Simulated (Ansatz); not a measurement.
**C under changes of volume**

One of the cells (5.672 Å³/atom); the others are scaled copies at fixed shape and fractional positions:

```
C
1.0
     2.52210    0.00000    0.00000
    -1.26105    2.18420    0.00000
     0.00000    0.00000    8.23710
C
8
Direct
  0.66667 0.33333 0.84375
  0.33333 0.66667 0.34375
  0.66667 0.33333 0.65625
  0.33333 0.66667 0.15625
  0.00000 0.00000 0.90625
  0.00000 0.00000 0.40625
  0.00000 0.00000 0.59375
  0.00000 0.00000 0.09375
```

This is a hexagonal form of diamond, not graphite.

```yaml
Program: Ansatz 0.2.0
Functional: PBE
Potentials_or_basis: PseudoDojo stringent (PBE files)
Cutoff: 1116 eV
Density_cutoff: 4463 eV
k_mesh: 12 × 12 × 4
Occupations: fermi-dirac, width 0.05 eV
Spin: no spin polarisation
```

```csv
volume (Å³/atom),energy over the lowest point (meV/atom),pressure (GPa),gap on the mesh (eV),largest force (eV/Å)
5.332,?,?,?,?
5.445,17.08,22.1,4.58,0.356
5.559,5.09,11.9,4.52,0.342
5.672,0.00,2.6,4.47,0.329
5.785,1.18,-5.8,4.42,0.317
5.899,8.07,-13.5,4.38,0.305
6.012,20.17,-20.5,4.33,0.294
```

Task: What does the run at 5.332 Å³/atom give?

Result: Energy over the lowest point 36.63 meV/atom; pressure 33.3 GPa; gap on the mesh 4.63 eV; largest force 0.371 eV/Å.

Worked out: A Birch-Murnaghan fit of order 3 (a polynomial in V^(-2/3)) to the other rows has its minimum at 5.71 Å³/atom with B0 = V·E''(V) = 433 GPa and B' = 3.5 at fixed shape and positions, which overstates the stiffness. It gives 36.44 meV/atom at 5.332 Å³/atom, against the run's 36.63, and -dE/dV = 33.0 GPa, against 33.3. A straight line through the other rows of the gap, of slope -2.48 eV per unit of ln V, extrapolates to 4.63 eV, against the run's 4.63.

Energies are extrapolated to zero smearing.

A mesh can miss the band edges.
